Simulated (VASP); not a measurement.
# NaF (Villiaumite) (Fm-3m) in VASP: notebook

Aim: see how the results for NaF (Villiaumite) move with the level of theory and the settings. Levels: PBE, PBEsol, RPBE+D3, LAK. Tasks: G0W0 quasiparticle levels, equation of state, band structure, density of states, evGW0 quasiparticle levels.

All numbers are computed with VASP 6.6.1; they aren't measurements. Logs are shortened: lines on timing, memory, paths and dates and some standing lists are left out, and cuts for length are marked.

### 1 Starting point

The structure is cubic, space group Fm-3m (No. 225). Conventional cell: a = 4.640 Å, b = 4.640 Å, c = 4.640 Å, α = 90.00°, β = 90.00°, γ = 90.00°. Na (site symmetry m-3m) is surrounded by 6 F at 2.32 Å. Around F (site symmetry m-3m) lie 6 Na at 2.32 Å.

### 2 G0W0 quasiparticle levels, PBE

Input file POSCAR:

```
NaF
1.0
    0.0000000000      2.3200000000      2.3200000000
    2.3200000000      0.0000000000      2.3200000000
    2.3200000000      2.3200000000      0.0000000000
Na F
1 1
Direct
    0.0000000000      0.0000000000      0.0000000000
    0.5000000000      0.5000000000      0.5000000000
```

Input file INCAR.step1:

```
PREC = Accurate
ENCUT = 500
EDIFF = 1E-8
ISMEAR = 0
SIGMA = 0.01
LREAL = False
LASPH = True
NELM = 80
ALGO = Normal
LWAVE = True
LCHARG = False
GGA = PE
KPAR = 4
```

Input file INCAR.step2:

```
PREC = Accurate
ENCUT = 500
EDIFF = 1E-8
ISMEAR = 0
SIGMA = 0.01
LREAL = False
LASPH = True
NELM = 1
ALGO = Exact
LWAVE = True
LCHARG = False
GGA = PE
NBANDS = 168
LOPTICS = True
ISTART = 1
KPAR = 4
```

Input file INCAR.step3:

```
PREC = Accurate
ENCUT = 500
EDIFF = 1E-8
ISMEAR = 0
SIGMA = 0.01
LREAL = False
LASPH = True
ALGO = EVGW0
LWAVE = False
LCHARG = False
GGA = PE
NELMGW = 1
NBANDS = 168
ENCUTGW = 200
NOMEGA = 50
PRECFOCK = Fast
ISTART = 1
NBANDSGW = 16
KPAR = 4
```

Input file KPOINTS:

```
regular mesh
0
Gamma
  6 6 6
```

Potentials or basis: VASP PAW PBE potentials, release 64 (Na_sv_GW, F_GW).

Command:

```bash
> cat potpaw_PBE.64/Na_sv_GW/POTCAR potpaw_PBE.64/F_GW/POTCAR > POTCAR
> cp INCAR.step1 INCAR
> mpirun -np 4 vasp_std > vasp.out
> cp INCAR.step2 INCAR
> mpirun -np 4 vasp_std > vasp.out
> cp INCAR.step3 INCAR
> mpirun -np 4 vasp_std > vasp.out
```

OUTCAR:

```text
PREC = Accurate
   ENCUT = 500
   EDIFF = 1E-8
   ISMEAR = 0
   LREAL = False
   LASPH = True
   GGA = PE
   NELMGW = 1
   ENCUTGW = 200
   PRECFOCK = Fast
   ISTART = 1

 ion  position               nearest neighbor table
   1  0.000  0.000  0.000-   2 2.32   2 2.32   2 2.32   2 2.32   2 2.32   2 2.32
   2  0.500  0.500  0.500-   1 2.32   1 2.32   1 2.32   1 2.32   1 2.32   1 2.32

  LATTYP: Found a face centered cubic cell.
 ALAT       =     4.6400000000

  Lattice vectors:

 A1 = (   0.0000000000,   2.3200000000,   2.3200000000)
 A2 = (   2.3200000000,   0.0000000000,   2.3200000000)
 A3 = (   2.3200000000,   2.3200000000,   0.0000000000)

Analysis of symmetry for initial positions (statically):
=====================================================================
 Subroutine PRICEL returns:
 Original cell was already a primitive cell.

 Routine SETGRP: Setting up the symmetry group for a
 face centered cubic supercell.

 Subroutine GETGRP returns: Found 48 space group operations
 (whereof 48 operations were pure point group operations)
 out of a pool of 48 trial point group operations.

The static configuration has the point symmetry O_h .

Analysis of symmetry for dynamics (positions and initial velocities):
=====================================================================
 Subroutine PRICEL returns:
 Original cell was already a primitive cell.

 Routine SETGRP: Setting up the symmetry group for a
 face centered cubic supercell.

 Subroutine GETGRP returns: Found 48 space group operations
 (whereof 48 operations were pure point group operations)
 out of a pool of 48 trial point group operations.

The dynamic configuration has the point symmetry O_h .

 Subroutine INISYM returns: Found 48 space group operations
 (whereof 48 operations are pure point group operations),
 and found     1 'primitive' translations

----------------------------------------------------------------------------------------

                                     Primitive cell

  volume of cell :      24.9743

  direct lattice vectors                    reciprocal lattice vectors
     0.000000000  2.320000000  2.320000000    -0.215517241  0.215517241  0.215517241
     2.320000000  0.000000000  2.320000000     0.215517241 -0.215517241  0.215517241
     2.320000000  2.320000000  0.000000000     0.215517241  0.215517241 -0.215517241

  length of vectors
     3.280975465  3.280975465  3.280975465     0.373286812  0.373286812  0.373286812

  position of ions in fractional coordinates (direct lattice)
     0.000000000  0.000000000  0.000000000
     0.500000000  0.500000000  0.500000000

  ion indices of the primitive-cell ions
   primitive index   ion index
                 1           1
                 2           2

----------------------------------------------------------------------------------------

 KPOINTS: regular mesh

Automatic generation of k-mesh.
 Grid dimensions read from file:
 generate k-points for:    6    6    6

 Generating k-lattice:

  Cartesian coordinates                     Fractional coordinates (reciprocal lattice)
    -0.035919540  0.035919540  0.035919540     0.166666667  0.000000000  0.000000000
     0.035919540 -0.035919540  0.035919540     0.000000000  0.166666667  0.000000000
     0.035919540  0.035919540 -0.035919540     0.000000000  0.000000000  0.166666667

  Length of vectors
     0.062214469  0.062214469  0.062214469

  Shift w.r.t. Gamma in fractional coordinates (k-lattice)
     0.000000000  0.000000000  0.000000000

 Subroutine IBZKPT returns following result:
 ===========================================

 Found     16 irreducible k-points:

 Following reciprocal coordinates:
            Coordinates               Weight
  0.000000  0.000000  0.000000      1.000000
  0.166667  0.000000  0.000000      8.000000
  0.333333  0.000000  0.000000      8.000000
  0.500000  0.000000  0.000000      4.000000
  0.166667  0.166667  0.000000      6.000000
  0.333333  0.166667  0.000000     24.000000
[... 8 lines left out ...]
 -0.333333  0.333333  0.166667     24.000000
 -0.333333  0.500000  0.166667     12.000000
   k-points           NKPTS =     16   k-points in BZ     NKDIM =    216   number of bands    NBANDS=    168
   number of dos      NEDOS =    301   number of ions     NIONS =      2
   total plane-waves  NPLWV =  13824
   dimension x,y,z NGX =    24 NGY =   24 NGZ =   24
   dimension x,y,z NGXF=    48 NGYF=   48 NGZF=   48
   ions per type =               1   1
   NGX,Y,Z   is equivalent  to a cutoff of  12.16, 12.16, 12.16 a.u.
   NGXF,Y,Z  is equivalent  to a cutoff of  24.32, 24.32, 24.32 a.u.
 SYSTEM =  unknown system
   PREC   = accura    normal or accurate (medium, high low for compatibility)
   ISTART =      1    job   : 0-new  1-cont  2-samecut
   ICHARG =      0    charge: 1-file 2-atom 10-const
   ISPIN  =      1    spin polarized calculation?
   LNONCOLLINEAR =      F non collinear calculations
   LSORBIT =      F    spin-orbit coupling
   LASPH  =      T    aspherical Exc in radial PAW
   ENCUT  =  500.0 eV  36.75 Ry    6.06 a.u.   5.98  5.98  5.98*2*pi/ulx,y,z
   NELM   =     60;   NELMIN=  2; NELMDL=  0     # of ELM steps
   EDIFF  = 0.1E-07   stopping-criterion for ELM
   LREAL  =      F    real-space projection
   EDIFFG = 0.1E-06   stopping-criterion for IOM
   NSW    =      0    number of steps for IOM
   IBRION =     -1    ionic relax: 0-MD 1-quasi-New 2-CG
   NFREE  =      0    steps in history (QN), initial steepest desc. (CG)
   ISIF   =      0    stress and relaxation
   ISYM   =      3    0-nonsym 1-usesym 2-fastsym
   POTIM  = 0.5000    time-step for ionic-motion
   TEBEG  =    0.0;   TEEND  =   0.0 temperature during run
   PSTRESS=    0.0 pullay stress
   NELECT =      16.0000    total number of electrons
   NUPDOWN=      -1.0000    fix difference up-down
   EMIN   =  10.00;   EMAX   =-10.00  energy-range for DOS
   EFERMI =   0.00;   METHOD = LEGACY
   ISMEAR =     0;   SIGMA  =   0.01  broadening in eV -4-tet -1-fermi 0-gaus
   EFERMI_NEDOS =   21; number of points for ismear=-14 and -15
   IALGO  =     38    algorithm
   IMIX   =      4    mixing-type and parameters
     AMIX     =   0.40;   BMIX     =  1.00
     AMIX_MAG =   1.60;   BMIX_MAG =  1.00
  volume/ion in A,a.u.               =      12.49        84.27
  Fermi-wavevector in a.u.,A,eV,Ry     =   1.411292  2.666955 27.099333  1.991745
  Thomas-Fermi vector in A             =   2.533158
   LORBIT       =      0    0 simple, 1 ext, 2 COOP (PROOUT), +10 PAW based schemes
   GGA     = PE    functional components
   LHFCALC =     T    Hartree Fock is set to
   PRECFOCK=fast      Normal, Fast or Accurate (Low or Medium for compatibility)
   ENCUT4O =  -1.0   cutoff for four orbital integrals eV
   NKREDX  =     1    reduce k-point grid by
   NKREDY  =     1    reduce k-point grid by
   NKREDZ  =     1    reduce k-point grid by
   AEXX    =    1.0000 exact exchange contribution
   HFSCREEN=    0.0000 screening length (either q_TF or 0.3 A-1)
   HFSCREENC=   0.0000 screening length for correlation (either q_TF or 0.3 A-1)
   ENCUTFOCK=  -1.0 apply spherical cutoff to Coloumb kernel
   IVDW    =     0    specifies the selected vdW correction
   LEPSILON=     F    determine dielectric tensor
   LRPA    =     F    only Hartree local field effects (RPA)
   LRPAFORCE           =     F    calculate RPA forces
   ENCUTGW             = 200.0    cutoff for response function in eV
   ENCUTGWSOFT         = 160.0    soft cutoff for Coulomb kernel in GW response function in eV
   ENCUTLF             =  -1.0    cutoff for local field effects
   NELMGW              =     1    number of iterations in solving QP/BSE equation
   NELMHF              =     1    number of iterations in the inner HF iteration
   NKREDLFX            =     1    NKREDLFY  =   1   NKREDLFZ  =   1
 non-spin polarized calculation
 Gauss-broadening in eV      SIGMA  =   0.01
  energy-cutoff  :      500.00
  volume of cell :       24.97
 maximum number of plane-waves:       650
  NGX = 14; NGY = 14; NGZ = 14
   NGX = 11   NGY = 11   NGZ = 11
 maximum number of plane-waves:       169

 QP shifts <psi_nk| G(iteration)W_0 |psi_nk>: iteration 1
 for sc-GW calculations column KS-energies equals QP-energies in previous step
 and V_xc(KS)=  KS-energies - (<T + V_ion + V_H > + <T+V_H+V_ion>^1  + <V_x>^1)

 k-point   1 :       0.0000    0.0000    0.0000
  band No.  KS-energies  QP-energies   sigma(KS)   V_xc(KS)     V^pw_x(r,r')   Z            occupation Imag(sigma)

      1     -48.9118     -58.2621     -40.8217     -29.2508     -49.1153       0.8081       2.0000       0.4577
      2     -20.9932     -25.3926     -28.4913     -22.7092     -36.8155       0.7608       2.0000       1.1251
      3     -20.8008     -27.1138     -35.8582     -28.3955     -41.4602       0.8459       2.0000       0.1761
      4     -20.8008     -27.1138     -35.8582     -28.3955     -41.4602       0.8459       2.0000       0.1761
      5     -20.8008     -27.1138     -35.8582     -28.3955     -41.4602       0.8459       2.0000       0.1761
      6      -1.8434      -4.6201     -25.8013     -22.3135     -30.1408       0.7961       2.0000       0.2074
[... 8 lines left out ...]
     15      22.1263      24.1126      -6.1845      -8.4391      -2.7318       0.8810       0.0000      -0.2163
     16      24.8952      27.5756      -8.3924     -11.4692      -4.5209       0.8712       0.0000      -0.4192

 k-point   2 :       0.1667    0.0000    0.0000
  band No.  KS-energies  QP-energies   sigma(KS)   V_xc(KS)     V^pw_x(r,r')   Z            occupation Imag(sigma)

      1     -48.9087     -58.2726     -40.8284     -29.2568     -49.1223       0.8092       2.0000       0.4566
      2     -21.2929     -26.4748     -31.2338     -24.7083     -38.4133       0.7941       2.0000       0.7443
      3     -20.8042     -27.1104     -35.8493     -28.3889     -41.4503       0.8453       2.0000       0.1752
      4     -20.8042     -27.1104     -35.8493     -28.3889     -41.4503       0.8453       2.0000       0.1752
      5     -20.4730     -25.8477     -33.1514     -26.4425     -39.8942       0.8011       2.0000       0.5508
      6      -2.3279      -5.1741     -24.6688     -21.0785     -28.8486       0.7928       2.0000       0.2121
[... 8 lines left out ...]
     15      22.3944      24.0076      -5.8397      -7.6381      -2.2305       0.8971       0.0000      -0.5270
     16      25.4737      27.6087      -6.3521      -8.7312      -2.6560       0.8974       0.0000      -0.4981

 k-point   3 :       0.3333    0.0000    0.0000
  band No.  KS-energies  QP-energies   sigma(KS)   V_xc(KS)     V^pw_x(r,r')   Z            occupation Imag(sigma)

      1     -48.9021     -58.2965     -40.8412     -29.2693     -49.1356       0.8118       2.0000       0.4545
      2     -21.5487     -26.8657     -31.5713     -24.8858     -38.5291       0.7953       2.0000       0.6782
      3     -20.8099     -27.1176     -35.8365     -28.3763     -41.4357       0.8455       2.0000       0.1733
      4     -20.8099     -27.1176     -35.8365     -28.3763     -41.4357       0.8455       2.0000       0.1733
      5     -20.1491     -25.3550     -32.8927     -26.3592     -39.8502       0.7968       2.0000       0.6034
      6      -3.0908      -6.1060     -23.3982     -19.6032     -27.4686       0.7945       2.0000       0.2291
[... 8 lines left out ...]
     15      22.2063      24.2363      -6.5254      -8.8074      -2.8480       0.8896       0.0000      -0.4391
     16      26.2759      28.4001      -6.3555      -8.6768      -2.6957       0.9151       0.0000      -0.6445

 k-point   4 :       0.5000    0.0000    0.0000
  band No.  KS-energies  QP-energies   sigma(KS)   V_xc(KS)     V^pw_x(r,r')   Z            occupation Imag(sigma)

      1     -48.8990     -58.3052     -40.8476     -29.2754     -49.1422       0.8128       2.0000       0.4536
      2     -21.6412     -27.0025     -31.6278     -24.9028     -38.5303       0.7972       2.0000       0.6627
      3     -20.8130     -27.1187     -35.8284     -28.3700     -41.4266       0.8455       2.0000       0.1723
      4     -20.8130     -27.1187     -35.8284     -28.3700     -41.4266       0.8455       2.0000       0.1723
      5     -20.0257     -25.1927     -32.8723     -26.3924     -39.8840       0.7974       2.0000       0.6134
      6      -3.4183      -6.5043     -22.9806     -19.0953     -27.0383       0.7943       2.0000       0.2389
[... 8 lines left out ...]
     15      21.8928      23.8244      -6.0757      -8.2502      -2.4127       0.8883       0.0000      -0.4174
     16      25.1730      27.3351      -6.5507      -8.9088      -2.9471       0.9169       0.0000      -0.5825
[... 184 lines left out ...]
      1     -48.8981     -58.3141     -40.8486     -29.2770     -49.1438       0.8137       2.0000       0.4537
      2     -21.4020     -26.7811     -31.9151     -25.1988     -38.7921       0.8009       2.0000       0.6416
      3     -20.8596     -27.1268     -35.7185     -28.2555     -41.3058       0.8398       2.0000       0.1812
      4     -20.8339     -27.1154     -35.7704     -28.3117     -41.3671       0.8422       2.0000       0.1767
      5     -20.2544     -25.4014     -32.6069     -26.1134     -39.6422       0.7926       2.0000       0.6320
      6      -3.0060      -6.0128     -23.6789     -19.8910     -27.8040       0.7938       2.0000       0.2283
[... 8 lines left out ...]
     15      25.1498      27.8246      -8.2274     -11.2511      -4.3569       0.8846       0.0000      -0.4817
     16      27.5100      29.6051      -6.1743      -8.5084      -2.4729       0.8976       0.0000      -0.5418

 k-point  15 :      -0.3333    0.3333    0.1667
  band No.  KS-energies  QP-energies   sigma(KS)   V_xc(KS)     V^pw_x(r,r')   Z            occupation Imag(sigma)

      1     -48.8960     -58.3663     -40.8530     -29.2810     -49.1484       0.8184       2.0000       0.4533
      2     -21.3811     -26.7901     -32.0463     -25.3068     -38.8892       0.8026       2.0000       0.6264
      3     -20.8758     -27.1403     -35.6760     -28.2140     -41.2587       0.8395       2.0000       0.1817
      4     -20.8521     -27.1180     -35.7163     -28.2585     -41.3137       0.8402       2.0000       0.1810
      5     -20.2412     -25.3743     -32.5471     -26.0743     -39.6139       0.7930       2.0000       0.6410
      6      -2.9678      -5.9867     -23.8401     -20.0378     -27.9941       0.7940       2.0000       0.2284
[... 8 lines left out ...]
     15      26.0024      28.5351      -7.4851     -10.3476      -3.7428       0.8848       0.0000      -0.3910
     16      26.5717      29.2069      -7.8826     -10.8619      -4.0331       0.8845       0.0000      -0.4595

 k-point  16 :      -0.3333    0.5000    0.1667
  band No.  KS-energies  QP-energies   sigma(KS)   V_xc(KS)     V^pw_x(r,r')   Z            occupation Imag(sigma)

      1     -48.8950     -58.3780     -40.8542     -29.2829     -49.1500       0.8195       2.0000       0.4532
      2     -21.1917     -26.6021     -32.2998     -25.5698     -39.1306       0.8039       2.0000       0.6088
      3     -20.9177     -27.1780     -35.5741     -28.1074     -41.1461       0.8384       2.0000       0.1870
      4     -20.8748     -27.1438     -35.6824     -28.2182     -41.2660       0.8399       2.0000       0.1827
      5     -20.3927     -25.5034     -32.3498     -25.8756     -39.4466       0.7894       2.0000       0.6575
      6      -2.9180      -5.9395     -24.0186     -20.2147     -28.2007       0.7943       2.0000       0.2269
[... 8 lines left out ...]
     15      24.2201      26.0782      -5.9898      -8.0886      -2.3573       0.8853       0.0000      -0.4304
     16      26.4904      29.0642      -7.5510     -10.4646      -3.7858       0.8834       0.0000      -0.3712
```

Wall time 5 min (4 MPI ranks of Intel Xeon Platinum 8259CL at 2.50GHz (Skylake/Cascade Lake), shared host); peak memory 0.68 GiB.

What came out:

* Band gap on the k mesh, mean-field level: 6.30 eV, direct
* Quasiparticle gap: 10.59 eV
* Least direct quasiparticle gap: 10.59 eV

Levels at points of the mesh, in eV from the valence-band top:
| k point | band 6 | band 7 | band 8 | band 9 | band 10 | band 11 |
| --- | --- | --- | --- | --- | --- | --- |
| (0.00, 0.00, 0.00) | 0.00 | 0.00 | 0.00 | 6.30 | 18.95 | 18.95 |
| (0.50, 0.00, 0.00) | -1.57 | -0.25 | -0.25 | 10.77 | 12.46 | 20.09 |
| (0.50, 0.50, 0.00) | -1.27 | -0.41 | -0.41 | 13.13 | 13.31 | 13.60 |

Caveat: the cutoff is under 1.25 times the usual one of these potentials, so pressure, stress and relaxed cells hold a basis-set (Pulay) error; bands, screening cutoff and mesh are small and nothing is extrapolated, so the quasiparticle values aren't converged.

### 3 Equation of state, PBEsol

Input file run.py:

```python
from ase.calculators.vasp import Vasp
from ase.eos import EquationOfState
from ase.io import Trajectory
from ase.io import read
from ase.units import GPa

atoms = read('NaF.cif')
calc = Vasp(
    directory='calc',
    xc='pbesol',
    pp='PBE',
    setups={'base': 'minimal', 'Na': '_pv', 'F': '_h'},
    prec='Accurate',
    encut=900,
    ediff=1e-06,
    ismear=0,
    sigma=0.05,
    lreal=False,
    lasph=True,
    nelm=60,
    algo='Normal',
    isif=2,
    lwave=False,
    lcharg=False,
    kpts=[10, 10, 10],
    gamma=True,
)
atoms.calc = calc
cell = atoms.cell.copy()
volumes, energies = [], []
traj = Trajectory('eos.traj', 'w')
for x in [0.94, 0.96, 0.98, 1.0, 1.02, 1.04, 1.06]:
    atoms.set_cell(cell * x ** (1 / 3), scale_atoms=True)
    volumes.append(atoms.get_volume())
    energies.append(atoms.get_potential_energy())
    traj.write(atoms)
    print(f'{x:5.2f} {volumes[-1]:12.5f} {energies[-1]:14.6f}')

v0, e0, B = EquationOfState(volumes, energies, eos='vinet').fit()
print(f'V0 = {v0:.4f} A^3, E0 = {e0:.6f} eV, B = {B / GPa:.2f} GPa')
```

Input file NaF.cif:

```cif
data_NaF
_cell_length_a 3.28097546
_cell_length_b 3.28097546
_cell_length_c 3.28097546
_cell_angle_alpha 60.00000000
_cell_angle_beta 60.00000000
_cell_angle_gamma 60.00000000
_space_group_name_H-M_alt 'P1'
_space_group_name_Hall 'P 1'
_space_group_IT_number 1
loop_
_space_group_symop_operation_xyz
'x,y,z'
loop_
_atom_site_label
_atom_site_type_symbol
_atom_site_symmetry_multiplicity
_atom_site_Wyckoff_symbol
_atom_site_fract_x
_atom_site_fract_y
_atom_site_fract_z
_atom_site_occupancy
Na1 Na 1 a 0.0000000000 0.0000000000 0.0000000000 1
F1 F 1 a 0.5000000000 0.5000000000 0.5000000000 1
```

Potentials or basis: VASP PAW PBE potentials, release 64 (Na_pv, F_h).

Command:

```bash
> python run.py
```

Wall time 78 s (1 thread of Intel Xeon 6975P-C (Granite Rapids), shared host); peak memory 0.2 GiB.

It converged, with:

| Quantity | Value |
| --- | --- |
| Equilibrium volume | 12.45 Å³/atom |
| Bulk modulus | 49 GPa |
| Pressure derivative of the bulk modulus | 4.8 |

Energy against volume, from the lowest point:
| volume (Å³/atom) | energy (meV/atom) |
| --- | --- |
| 11.738 | 6.98 |
| 11.988 | 2.82 |
| 12.237 | 0.56 |
| 12.487 | 0.00 |
| 12.737 | 0.90 |
| 12.987 | 3.17 |
| 13.236 | 6.61 |

Caveat: the cutoff is under 1.25 times the usual one of these potentials, so pressure, stress and relaxed cells hold a basis-set (Pulay) error; the PAW data sets were made with another functional, which shifts forces and pressure a little.

[end of part 1 of 3]
